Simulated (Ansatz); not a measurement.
# What DFT gives for V

```yaml
crystal:
  lattice:
    - [2.19504, 1.48020, -0.01490]
    - [2.19992, -1.48746, 0.00348]
    - [0.43260, 0.02650, -4.50492]
  atoms:
    - { symbol: V, position: [0.01142, 0.00393, 0.01493] }
    - { symbol: V, position: [0.52320, 0.50852, 0.48001] }
```

Method: r2SCAN, no spin polarisation; PAW, plane waves to 500 eV, 7×7×4 (shifted by 0.5, 0, 0.5 steps) mesh, fermi-dirac occupations (width 0.1 eV) (Ansatz 0.2.0), atoms fixed.

Task: Is the cell too large or too small?

Result: The pressure is -13.6 GPa (compression positive), so with the atoms held at these fractions the cell would first shrink. The principal stresses -21.4, -10.4, -8.9 GPa differ, so its shape would change too.

Task: What do density and ELF say about some of the short contacts?

Result: V–V at 2.56 Å: least valence density 0.31 e/Å³ and ELF 0.23 there. These are pseudo-fields; inside the PAW spheres they differ from the all-electron ones.

Task: Where is the largest force?

Result: The largest is on V1 (and as large on other atoms): 0.61 eV/Å, components (0.22, 0.04, 0.57). It makes 140° with the line to a nearest neighbour, V2 at 2.56 Å, pointing away from it.

Task: Is there a gap?

Result: It is a metal, with about 3.9 states/eV a cell as the mean within 0.25 eV of the Fermi level, mostly V d (88 %).

Origin: a cell with a point defect, so it need not be a known compound. Caveats: no spin polarisation, so a magnetic state may lie lower; the k mesh is coarse if the cell is a metal.
